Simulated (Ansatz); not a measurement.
# Na2S (antifluorite): G0W0 against its settings

Na2S in the antifluorite structure, relaxed with r2SCAN; one-shot G0W0 in Ansatz without spin-orbit coupling. (Simulation; spin polarisation is off.)

Space group Fm-3m (No. 225). a = 6.511 Å, b = 6.511 Å, c = 6.511 Å, α = 90.00°, β = 90.00°, γ = 90.00°
```csv
atom,site,symmetry,x,y,z
S,4a,m-3m,0.0000,0.0000,0.0000
Na,8c,-43m,0.2500,0.7500,0.7500
```

Gaps are read over the mesh points alone. G0W0 values are finite-basis, finite-mesh values.

| start | potentials | frequency model | mesh | empty bands | screening cutoff (eV) | Kohn-Sham gap (eV) | G0W0 gap (eV) |
| --- | --- | --- | --- | --- | --- | --- | --- |
| PBE | PAW | contour deformation | 4×4×4 | 156 | 100 | 2.53 | 4.07 |
| PBE | PAW | contour deformation | 4×4×4 | 378 | 180 | 2.53 | 4.19 |
| PBE | PAW | contour deformation | 4×4×4 | 734 | 260 | 2.53 | 4.23 |
| HSE06 | PAW | contour deformation | 4×4×4 | 378 | 180 | 3.53 | 4.82 |
| r2SCAN | PAW | contour deformation | 4×4×4 | 378 | 180 | 3.09 | 4.57 |
| PBE0 | PAW | contour deformation | 4×4×4 | 378 | 180 | 4.21 | 5.06 |
| PBE | PAW | Godby-Needs pole | 4×4×4 | 378 | 180 | 2.53 | 4.21 |
| PBE | PAW | contour deformation | 6×6×6 | 112 | 80 | 2.53 | 4.02 |
| PBE | norm-conserving | contour deformation | 4×4×4 | 378 | 180 | 2.53 | 4.17 |

G0W0 moves the gap on the mesh from 2.53 eV (PBE) to 4.23 eV (direct at Γ). Renormalisation factors Z lie between 0.74 and 0.81.

Raising bands and cutoff together moves the gap by +0.12 eV (100 to 180 eV), then +0.04 eV (180 to 260 eV); the last step is still large, so the basis limit isn't reached. Starting from HSE06 (3.53 eV against PBE's 2.53 eV) gives 4.82 eV, +0.63 eV from G0W0@PBE at the same screening cutoff. Starting from r2SCAN (3.09 eV against PBE's 2.53 eV) gives 4.57 eV, +0.38 eV from G0W0@PBE at the same screening cutoff. Starting from PBE0 (4.21 eV against PBE's 2.53 eV) gives 5.06 eV, +0.87 eV from G0W0@PBE at the same screening cutoff. The Godby-Needs plasmon pole differs from contour deformation by +0.02 eV. Norm-conserving potentials (wave cutoff 1197 eV against 420 eV) shift the quasiparticle gap by -0.02 eV and the PBE gap by 0.00 eV. r2SCAN runs take a wave cutoff of 500 eV.
